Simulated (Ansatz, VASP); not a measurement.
## Ir in VASP and in Ansatz

INCAR

```
PREC = Accurate
ENCUT = 520
EDIFF = 1E-7
ISMEAR = 0
SIGMA = 0.023
LREAL = F
LASPH = T
NELM = 60
ALGO = Normal
ISIF = 2
LWAVE = F
LCHARG = T
GGA = PE
LELF = T
LVHAR = T
NBANDS = 10
```

File KPOINTS:

```
Automatic mesh
0
Gamma
  12 12 12
```

The input POSCAR:

```
Ir
1.0
    0.0000000000      1.9156000000      1.9156000000
    1.9156000000      0.0000000000      1.9156000000
    1.9156000000      1.9156000000      0.0000000000
Ir
1
Direct
    0.0000000000      0.0000000000      0.0000000000
```

Contents of input.yaml:

```yaml
crystal:
  lattice:
    - [0.0, 1.9156, 1.9156]
    - [1.9156, 0.0, 1.9156]
    - [1.9156, 1.9156, 0.0]
  atoms:
    - { symbol: Ir, position: [0.0, 0.0, 0.0] }
hamiltonian:
  xc: pbe
  pseudopotentials: { kind: paw }
kpoints:
  mp_grid: { grid: [12, 12, 12] }
scf:
  occupations: { method: gaussian, width: 0.023 }
output:
  forces: true
  stress: true
  eigenvalues: true
```

Alike in both runs: task single point; functional PBE; k mesh 12 × 12 × 12; occupations gaussian, width 0.023 eV; no spin polarisation.

|  | VASP | Ansatz |
| --- | --- | --- |
| version | VASP 6.6.1 | Ansatz 0.2.0 |
| potentials or method | VASP PAW PBE potentials, release 64 (Ir) | Ansatz PAW |
| plane-wave cutoff (eV) | 520 | 420 |
| valence electrons in the cell | 9 | 17 |

VASP gave:

| Quantity | Value |
| --- | --- |
| gap on the k mesh at the Fermi level (eV) | none |
| pressure (GPa) | 11.8 |

Problem. What did Ansatz give for the same quantities?

Solution. gap on the k mesh at the Fermi level (eV): none; pressure (GPa): 11.1.

A gap of «none» marks a metal or a gap that the smearing closes. The functional is the same, so the differences come from potentials, cutoffs and numerics. The two sets of potentials don't hold the same shells in valence.

Spin-orbit coupling is left out, which matters for the levels of Ir.
